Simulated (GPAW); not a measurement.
**a WS2 monolayer: the S K absorption edge**

Aim: the polarisation-dependent near-edge structure of a WS2 monolayer.

Program: GPAW 26.7.0. Level of theory: X-ray absorption from dipole matrix elements to empty bands, plane-wave PAW PBE, without spin-orbit coupling. Results are calculated unless marked as measured.

## 1. Starting point

The cell holds 21 atoms: 7 W and 14 S. Cell: a = 8.413 Å, b = 8.413 Å, c = 12.740 Å, α = 90.0°, β = 90.0°, γ = 60.0°. It derives from WS2. 21-site supercell of WS2 monolayer. Vacuum lies along c.

## 2. Relaxation

Bond lengths around the absorber set the edge shape, so the atoms are relaxed before any spectrum.

relax.py

```python
import numpy as np
from ase import Atoms
from ase.parallel import parprint, paropen
from gpaw import GPAW, PW, FermiDirac, Mixer, MixerDif, setup_paths
from ase.optimize import BFGS

atoms = Atoms('W7S14',
    cell=[[-6.36, -5.50792157, 0],
     [1.59, -8.26188235, 0],
     [0, 0, 12.74]],
    scaled_positions=[[0, 0, 0.5],
     [0.2857143, 0.1428571, 0.5],
     [0.1428571, 0.5714286, 0.5],
     [0.5714286, 0.2857143, 0.5],
     [0.4285714, 0.7142857, 0.5],
     [0.8571429, 0.4285714, 0.5],
     [0.7142857, 0.8571429, 0.5],
     [0.7619048, 0.047619, 0.6232339],
     [0.047619, 0.1904762, 0.6232339],
     [0.9047619, 0.6190476, 0.6232339],
     [0.3333333, 0.3333333, 0.6232339],
     [0.1904762, 0.7619048, 0.6232339],
     [0.6190476, 0.4761905, 0.6232339],
     [0.4761905, 0.9047619, 0.6232339],
     [0.7619048, 0.047619, 0.3767661],
     [0.047619, 0.1904762, 0.3767661],
     [0.9047619, 0.6190476, 0.3767661],
     [0.3333333, 0.3333333, 0.3767661],
     [0.1904762, 0.7619048, 0.3767661],
     [0.6190476, 0.4761905, 0.3767661],
     [0.4761905, 0.9047619, 0.3767661]],
    pbc=True)
atoms.calc = GPAW(legacy_gpaw=True, mode=PW(400, force_complex_dtype=True), xc='PBE', setups={},
    kpts={'size': (2, 2, 1), 'gamma': True}, occupations=FermiDirac(0.08),
    charge=0, mixer=Mixer(0.05, 8, 50), maxiter=150,
    convergence={'density': 0.0001, 'eigenstates': 1e-6}, txt='relax.txt')
steps = []
opt = BFGS(atoms, logfile='-')
opt.attach(lambda: steps.append([atoms.get_potential_energy(), float(np.linalg.norm(atoms.get_forces(), axis=1).max())]))
done = opt.run(fmax=0.06, steps=35)
out = dict(done=bool(done), steps=steps, frac=atoms.get_scaled_positions().tolist())
import json
with paropen('out.json', 'w') as f:
    json.dump(out, f)
```

On the command line:

```
OMP_NUM_THREADS=1 mpirun -n 4 gpaw python relax.py
```

Numbers of over 12 decimals in the logs are rounded to 6 here.

Log:

```text
Input parameters:
  convergence: {density: 0.0001,
                eigenstates: 1e-06}
  kpts: {gamma: True,
         size: (2, 2, 1)}
  maxiter: 150
  mixer: {backend: pulay,
          beta: 0.05,
          method: separate,
          nmaxold: 8,
          weight: 50}
  mode: {ecut: 400.0,
         force_complex_dtype: True,
         name: pw}
  occupations: {fixmagmom: False,
                name: fermi-dirac,
[...]
Direct/indirect transitions are different
Direct gap: 2.397 eV
Transition at: (s=0, k=0, n=90, [0.00, 0.00, 0.00])

Forces in eV/Ang:
[...]
19 S     0.00014    0.00021    0.01127
 20 S     0.00010   -0.00022    0.01128
Step     Time          Energy          fmax
BFGS:    0 23:09:50     -155.588870        0.106671
BFGS:    1 23:10:06     -155.590527        0.074916
BFGS:    2 23:10:34     -155.591903        0.012152
[key lines of the parts left out:]
Converged after 7 iterations.
Dipole moment: (9.183009, 26.509039, -0.000000) |e|*Ang
Free energy:   -155.591903
Fermi level: 1.91544
```

Run time: 2.3 min. Hardware: 4 MPI ranks of Arm Neoverse V1, shared host; peak memory 0.53 GiB; 9.1 min of CPU time.

In 2 steps the energy fell by 3 meV (energies extrapolated to zero smearing) and the largest force to 0.012 eV/Å. Atom 11 (S; the text counts from 1, the script from 0) is among those that moved most, by 0.01 Å.

## 3. Ground state of the crystal

The ground state comes first: it tells whether the system has a gap, which decides how the excited electron is treated.

scf.py

```python
import numpy as np
from ase import Atoms
from ase.parallel import parprint, paropen
from gpaw import GPAW, PW, FermiDirac, Mixer, MixerDif, setup_paths
from gpaw.test import gen
setup_paths.insert(0, '.')
gen('S', name='nch1s', xcname='PBE', corehole=(1, 0, 0), write_xml=True)
from gpaw.mpi import world
world.barrier()

atoms = Atoms('W7S14',
    cell=[[-6.36, -5.50792157, 0],
     [1.59, -8.26188235, 0],
     [0, 0, 12.74]],
    scaled_positions=[[1, 1, 0.5],
     [0.2857164, 0.1428544, 0.5],
     [0.1428544, 0.5714291, 0.5],
     [0.5714292, 0.2857164, 0.5],
     [0.4285744, 0.7142868, 0.5],
     [0.8571388, 0.4285744, 0.5],
     [0.7142868, 0.8571388, 0.5],
     [0.7619053, 0.0476171, 0.6236344],
     [0.0476171, 0.1904776, 0.6236344],
     [0.9047573, 0.6190492, 0.6236327],
     [0.3333333, 0.3333333, 0.6236346],
     [0.1904776, 0.7619054, 0.6236344],
     [0.6190492, 0.4761935, 0.6236327],
     [0.4761935, 0.9047573, 0.6236327],
     [0.7619053, 0.0476171, 0.3763656],
     [0.0476171, 0.1904776, 0.3763656],
     [0.9047573, 0.6190492, 0.3763673],
     [0.3333333, 0.3333333, 0.3763654],
     [0.1904776, 0.7619054, 0.3763656],
     [0.6190492, 0.4761935, 0.3763673],
     [0.4761935, 0.9047573, 0.3763673]],
    pbc=True)
atoms.calc = calc = GPAW(legacy_gpaw=True, mode=PW(400, force_complex_dtype=True), xc='PBE', setups={7: 'nch1s'},
    kpts={'size': (4, 4, 1), 'gamma': True}, occupations=FermiDirac(0.05),
    charge=0, mixer=Mixer(0.05, 8, 50), maxiter=150,
    convergence={'density': 0.0001, 'eigenstates': 1e-6}, txt='scf.txt')
energy = atoms.get_potential_energy() + calc.get_reference_energy()
ef = calc.get_fermi_level()
out = dict(energy=energy, fermi=ef, forces=atoms.get_forces().tolist())
parprint(f'all-electron energy {energy:.4f} eV, Fermi level {ef:.4f} eV')
ev = np.array([[calc.get_eigenvalues(k, s) for k in range(len(calc.get_ibz_k_points()))] for s in range(calc.get_number_of_spins())])
out['homo'], out['lumo'], out['counts'] = ev[ev < ef].max(), ev[ev > ef].min(), sorted(set((ev < ef).sum((0, 2)).tolist()))
out['filled'] = (ev[:, 0] < ef).sum(1).tolist()
import json
with paropen('out.json', 'w') as f:
    json.dump(out, f)
```

On the command line:

```
OMP_NUM_THREADS=1 mpirun -n 4 gpaw python scf.py
```

Log:

```text
Input parameters:
  convergence: {density: 0.0001,
                eigenstates: 1e-06}
  kpts: {gamma: True,
         size: (4, 4, 1)}
  maxiter: 150
  mixer: {backend: pulay,
          beta: 0.05,
          method: separate,
          nmaxold: 8,
          weight: 50}
  mode: {ecut: 400.0,
         force_complex_dtype: True,
         name: pw}
  occupations: {fixmagmom: False,
                name: fermi-dirac,
                width: 0.05}
  setups: {7: nch1s}
  xc: PBE

Initialize ...

[... PAW data sets ...]

Reference energy: -3223408.380453  # eV

Spin-paired calculation

[... convergence settings ...]
Symmetries present (total): 1
  [... symmetry matrices ...]

16 k-points: 4 x 4 x 1 Monkhorst-Pack grid + [1/8,1/8,0.000000]
10 k-points in the irreducible part of the Brillouin zone
       k-points in crystal coordinates                weights
   0:     0.00000000    0.00000000    0.00000000          1/16
   1:     0.00000000    0.25000000    0.00000000          2/16
   2:     0.00000000    0.50000000    0.00000000          1/16
   3:     0.25000000   -0.25000000    0.00000000          2/16
   4:     0.25000000    0.00000000    0.00000000          2/16
   5:     0.25000000    0.25000000    0.00000000          2/16
   6:     0.25000000    0.50000000    0.00000000          2/16
   7:     0.50000000    0.00000000    0.00000000          1/16
   8:     0.50000000    0.25000000    0.00000000          2/16
   9:     0.50000000    0.50000000    0.00000000          1/16

Wave functions: Plane wave expansion
  Cutoff energy: 400.000 eV
  Number of coefficients (min, max): 14174, 14243
  Pulay-stress correction: 0.000000 eV/Ang^3 (de/decut=0.000000)
  Using FFTW library
  Wavefunction extrapolation:
    Improved wavefunction reuse through dual PAW basis

Occupation numbers: Fermi-Dirac:
  width: 0.0500  # eV

Eigensolver
   Davidson(niter=2)

Densities:
  Coarse grid: 40*40*60 grid
  Fine grid: 80*80*120 grid
  Total Charge: 0.000000

Density mixing:
  Method: separate
  Backend: pulay
  Linear mixing parameter: 0.05
  old densities: 8
  Width of damping distribution: 1.1
  Damping of long wavelength oscillations: 50

[... Hamiltonian set-up ...]
Number of atoms: 21
Number of atomic orbitals: 147
Number of bands in calculation: 114
Number of valence electrons: 182
Bands to converge: occupied

... initialized

Initializing position-dependent things.

Density initialized from atomic densities
Creating initial wave functions:
  114 bands from LCAO basis set

                           S

             S       SW
               S       S
                W       W  S
          S  S    S  S
           W       W
               S       S
             W
       W  S       S

Atomic positions and initial magnetic moments

Positions:
   0 W     -4.770000  -13.769804    6.370000    ( 0.0000,  0.0000,  0.0000)
   1 W     -1.590018   -2.753950    6.370000    ( 0.0000,  0.0000,  0.0000)
   2 W      0.000018   -5.507911    6.370000    ( 0.0000,  0.0000,  0.0000)
   3 W     -3.180001   -5.507942    6.370000    ( 0.0000,  0.0000,  0.0000)
   4 W     -1.590017   -8.261908    6.370000    ( 0.0000,  0.0000,  0.0000)
   5 W     -4.769969   -8.261885    6.370000    ( 0.0000,  0.0000,  0.0000)
   6 W     -3.180013  -11.015816    6.370000    ( 0.0000,  0.0000,  0.0000)
[...]
18 S     -0.000008   -7.343908    4.794898    ( 0.0000,  0.0000,  0.0000)
  19 S     -3.180005   -7.343929    4.794919    ( 0.0000,  0.0000,  0.0000)
  20 S     -1.590027  -10.097835    4.794919    ( 0.0000,  0.0000,  0.0000)

Unit cell:
           periodic     x           y           z      points  spacing
  1. axis:    yes   -6.360000   -5.507922    0.000000    40     0.1822
  2. axis:    yes    1.590000   -8.261882    0.000000    40     0.1822
  3. axis:    yes    0.000000    0.000000   12.740000    60     0.2123

  Lengths:   8.413489   8.413489  12.740000
  Angles:   90.000000  90.000000  60.000000

Effective grid spacing dv^(1/3) = 0.2011

iter:   1  -157.512488
iter:   2  -157.675126   -0.86  -1.22
iter:   3  -156.818193   -1.59  -1.24
iter:   4  -155.670733   -1.33  -1.30
iter:   5  -156.052109   -1.48  -1.55
iter:   6  -155.930830   -2.66  -1.83
iter:   7  -155.632732   -1.87  -1.87
iter:   8  -155.611208   -3.26  -2.45
iter:   9  -155.611232c  -3.87  -2.71
iter:  10  -155.609096c  -3.77  -2.70
iter:  11  -155.608973c  -4.42  -3.50
iter:  12  -155.609037c  -4.70  -3.58
iter:  13  -155.609119c  -4.65  -3.55
iter:  14  -155.609119c  -5.19  -3.54
iter:  15  -155.609107c  -5.47  -3.54
iter:  16  -155.609032c  -5.59  -3.54
iter:  17  -155.608987c  -5.36  -3.65
iter:  18  -155.608976c  -6.17c -4.06c

Converged after 18 iterations.

Dipole moment: (9.182944, 26.508874, -0.000000) |e|*Ang

Energy contributions relative to reference atoms: (reference = -3223408.380453)

Kinetic:        +99.884849
Potential:     -117.138991
External:        +0.000000
XC:            -138.881788
Entropy (-ST):   -0.000000
Local:           +0.526954
SIC:             +0.000000
--------------------------
Free energy:   -155.608976
Extrapolated:  -155.608976

Showing only first 2 kpts
 Kpt  Band  Eigenvalues  Occupancy
  0    89      0.10779    2.00000
  0    90      0.85140    2.00000
  0    91      3.25004    0.00000
  0    92      3.25006    0.00000

  1    89      0.43837    2.00000
  1    90      0.77780    2.00000
  1    91      3.00390    0.00000
  1    92      3.02925    0.00000

Fermi level: 1.87592

Gap: 2.086 eV
Transition (v -> c):
  (s=0, k=0, n=90, [0.00, 0.00, 0.00]) -> (s=0, k=8, n=91, [0.50, 0.25, 0.00])
Direct/indirect transitions are different
Direct gap: 2.144 eV
Transition at: (s=0, k=8, n=90, [0.50, 0.25, 0.00])

Forces in eV/Ang:
  0 W     0.00000   -0.00000    0.00000
  1 W     0.00035    0.00034    0.00000
  2 W     0.00011   -0.00048    0.00000
  3 W    -0.00045    0.00015    0.00000
  4 W     0.00029    0.00043    0.00000
  5 W    -0.00052    0.00005    0.00000
  6 W     0.00022   -0.00046    0.00000
[...]
18 S     0.00054   -0.00021    0.01105
 19 S    -0.00022   -0.00017    0.01016
 20 S    -0.00004    0.00027    0.01016
Scalar-relativistic atomic PBE calculation for S (Sulfur, Z=16)
Core hole in 1s state (1s occupation: 2.0)
450 radial gridpoints.
|------------------------------------------------|
|------------------------------------------------|
[... the atom generator's iteration count ...]

Energy contributions:
-------------------------
Kinetic:     +400.475044
XC:           -25.464799
Potential:   -774.020431
-------------------------
Total:       -399.010186

state      eigenvalue         ekin         rmax
-----------------------------------------------
1s^2.0 :   -88.400017   122.217219        0.063
2s^2.0 :    -7.779192    18.562705        0.388
2p^6.0 :    -5.751522    17.633089        0.326
3s^2.0 :    -0.634076     2.729428        1.412
3p^4.0 :    -0.257545     1.914451        1.605
-----------------------------------------------
(units: Bohr and Hartree)

Generating PAW setup
Kinetic energy of the core from tauc = 388.45302198035
Cutoffs:
rc(s)=1.840
rc(p)=1.850
rc(d)=1.700
rc(vbar)=1.720
rc(comp)=1.430
rc(nct)=1.850

Kinetic energy of the core states: 387.358382
Charge: 0.0
Core electrons: 10.0
Valence electrons: 6.0
Pseudo-core charge: 0.058697
Shape function alpha=4.890
Pseudo-electron charge 6.443685
state    eigenvalue         norm
--------------------------------
3s(2) :    -0.634076     1.192540
*s    :     0.365924
3p(4) :    -0.257545     0.999977
*p    :     0.742455
*d    :     0.000000
--------------------------------

Diagonalizing with gridspacing h=0.050

state   all-electron     PAW
-------------------------------
3s:      -0.634076    -0.634693
3p:      -0.257545    -0.257957
*d:                    0.042231
*f:                    0.074234
-------------------------------
all-electron energy -3223563.9894 eV, Fermi level 1.8759 eV
```

The job ended after 2.8 min (4 MPI ranks; peak memory 0.42 GiB).

The mesh shows a gap of 2.09 eV. The excited electron is kept all the same, which keeps the cell neutral.

## 4. Reference energy of the cell

The photon energy needs a difference of total energies, so the cell and mesh of the coming hole run are first run without a hole.

scf.py: that of step 3 with these lines changed.

```diff
@@ -14,3 +14,3 @@
      [0, 0, 12.74]],
-    scaled_positions=[[1, 1, 0.5],
+    scaled_positions=[[0, 0, 0.5],
      [0.2857164, 0.1428544, 0.5],
@@ -37,3 +37,3 @@
 atoms.calc = calc = GPAW(legacy_gpaw=True, mode=PW(400, force_complex_dtype=True), xc='PBE', setups={7: 'nch1s'},
-    kpts={'size': (4, 4, 1), 'gamma': True}, occupations=FermiDirac(0.05),
+    kpts={'size': (2, 2, 1), 'gamma': True}, occupations=FermiDirac(0.02),
     charge=0, mixer=Mixer(0.05, 8, 50), maxiter=150,
```

Log:

```text
Input parameters:
  convergence: {density: 0.0001,
                eigenstates: 1e-06}
  kpts: {gamma: True,
         size: (2, 2, 1)}
  maxiter: 150
  mixer: {backend: pulay,
          beta: 0.05,
          method: separate,
          nmaxold: 8,
          weight: 50}
  mode: {ecut: 400.0,
         force_complex_dtype: True,
         name: pw}
  occupations: {fixmagmom: False,
                name: fermi-dirac,
[...]
3s(2) :    -0.634076     1.192540
*s    :     0.365924
3p(4) :    -0.257545     0.999977
*p    :     0.742455
*d    :     0.000000
--------------------------------

Diagonalizing with gridspacing h=0.050

state   all-electron     PAW
-------------------------------
3s:      -0.634076    -0.634693
3p:      -0.257545    -0.257957
*d:                    0.042231
*f:                    0.074234
-------------------------------
all-electron energy -3223563.9721 eV, Fermi level 1.7525 eV
[key lines of the parts left out:]
Converged after 18 iterations.
Dipole moment: (9.182938, 26.508857, -0.000000) |e|*Ang
Free energy:   -155.591605
Fermi level: 1.75246
```

Elapsed: 73 s, on 4 MPI ranks; peak memory 0.49 GiB; 4.9 min of CPU time.

Reference energy: -3223563.972 eV with the cores included.

[end of part 1 of 2]

[Banner, clock and machine lines of the logs are left out without a mark of their own.]

[Logs are printed without paths, hosts, clocks, repeated set-up lines and the standing remarks that a program may print on its own settings, such as how far it seeks lower states.]

[Hosts, paths, dates, database ids (printed as entryN), source tags and the programs' standing remarks are cut or masked in the printed files.]

[Lists of maxima count a maximum above −3 eV only where it reaches 4 % of the highest in the window and stands out from its surroundings by 2 % of it (1.5 % where it reaches 55 %); shoulders and weaker maxima are passed over, and of the rest the first, up to two pre-edge ones and the few strongest are named.]
